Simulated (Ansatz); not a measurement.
Set up this calculation in Ansatz 0.2.0, as the native input.

- Task: single point
- Functional: PBE
- Potentials or basis: all-electron LAPW, scalar-relativistic
- Cutoff: 273 eV (chosen from the basis error)
- Basis error allowed: 0.001 eV/atom
- k mesh: 12 × 12 × 12
- Occupations: gaussian, width 0.02 eV
- Spin: no spin polarisation

The system is Pd.

```
Pd
1.0
    -1.57228    1.57228    1.57228
     1.57228   -1.57228    1.57228
     1.57228    1.57228   -1.57228
Pd
1
Direct
  0.00000 0.00000 0.00000
```

This isn't the form of Pd at room conditions, which is fcc.

One way to write it, as run:

input.yaml

```yaml
crystal:
  lattice:
    - [-1.572281, 1.572281, 1.572281]
    - [1.572281, -1.572281, 1.572281]
    - [1.572281, 1.572281, -1.572281]
  atoms:
    - { symbol: Pd, position: [0.0, 0.0, 0.0] }
kpoints:
  mp_grid: { grid: [12, 12, 12] }
scf:
  occupations: { method: gaussian, width: 0.02 }
hamiltonian:
  xc: pbe
  pseudopotentials: { kind: all_electron, lapw: { basis_error: 0.001 } }
output:
  forces: true
  stress: true
  eigenvalues: true
```

Potentials or basis: all-electron LAPW, scalar-relativistic.

The run is started by

```sh
$ ansatz run input.yaml --threads 1 --pin off --max-ram 3072MiB --backend cpu --events-out ev --progress --plain --runs-dir out
```

Results of the run:

| Item | Value |
| --- | --- |
| Pressure | -1.3 GPa |
| Band gap on the k mesh | none (metal or under the smearing width) |

It took 9.1 s on 1 thread of Intel(R) Xeon(R) Processor @ 2.70GHz, on a shared host, peak memory 0.29 GiB.
